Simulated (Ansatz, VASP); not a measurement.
**One calculation of CdSe (Cadmoselite), two programs**

Contents of INCAR:

```
SYSTEM = CdSe
PREC = Accurate
ENCUT = 600
EDIFF = 1E-7
ISMEAR = 0
SIGMA = 0.02
LREAL = .FALSE.
LASPH = .TRUE.
NELM = 100
ALGO = Fast
ISIF = 3
LWAVE = .FALSE.
LCHARG = .FALSE.
IBRION = 2
NSW = 70
EDIFFG = -0.005
```

KPOINTS

```
regular mesh
0
G
  9 9 6
  0 0 0
```

Contents of POSCAR:

```
CdSe
1.0
    4.3825548650      0.0000000000      0.0000000000
   -2.1912774325      3.7954038465      0.0000000000
    0.0000000000      0.0000000000      7.1556282907
Cd Se
2 2
Direct
    0.3333333333      0.6666666667      0.0046130453
    0.6666666667      0.3333333333      0.5046130453
    0.3333333333      0.6666666667      0.3803869547
    0.6666666667      0.3333333333      0.8803869547
```

Input for Ansatz:

```yaml
crystal:
  lattice:
    - [4.382554865, 0.0, 0.0]
    - [-2.1912774325, 3.7954038465, 0.0]
    - [0.0, 0.0, 7.1556282907]
  atoms:
    - { symbol: Cd, position: [0.3333333333, 0.6666666667, 0.0046130453] }
    - { symbol: Cd, position: [0.6666666667, 0.3333333333, 0.5046130453] }
    - { symbol: Se, position: [0.3333333333, 0.6666666667, 0.3803869547] }
    - { symbol: Se, position: [0.6666666667, 0.3333333333, 0.8803869547] }
basis:
  ecutwfc: 420
kpoints:
  mp_grid: { grid: [9, 9, 6] }
hamiltonian:
  xc: lda
scf:
  occupations: { method: gaussian, width: 0.02 }
output:
  forces: true
  stress: true
  eigenvalues: true
relax:
  adjacent_minimum: "off"
  f_tol: 0.005
  max_steps: 50
  cell: { stress_tol: 0.05 }
```

Alike in both runs: task relaxation of cell and atoms; functional LDA; k mesh 9 × 9 × 6; occupations gaussian, width 0.02 eV; no spin polarisation.

|  | VASP | Ansatz |
| --- | --- | --- |
| version | VASP 6.6.1 | Ansatz 0.2.0 |
| potentials or method | VASP PAW LDA potentials, release 64 (Cd, Se) | scalar-relativistic, plane waves, PAW |
| plane-wave cutoff (eV) | 600 | 420 |
| valence electrons in the cell | 36 | 72 |

|  | VASP | Ansatz | Ansatz less VASP |
| --- | --- | --- | --- |
| gap on the k mesh at the Fermi level, each at its own relaxed structure (eV) | 0.48 | 0.46 | -0.021 |
| relaxed volume (Å³/atom) | 27.33 | 27.13 | -0.200 |
| relaxed cell length with the largest relative difference (Å) | 4.260 | 4.248 | -0.0124 |
| energy change over the relaxation (meV/atom) | -33 | -39 | -5.7 |

The two sets of potentials don't hold the same shells in valence.

LDA gaps usually lie below the measured ones, often by a third to a half. Zero-point motion and thermal expansion aren't in these numbers. LDA usually gives volumes a few per cent too small.
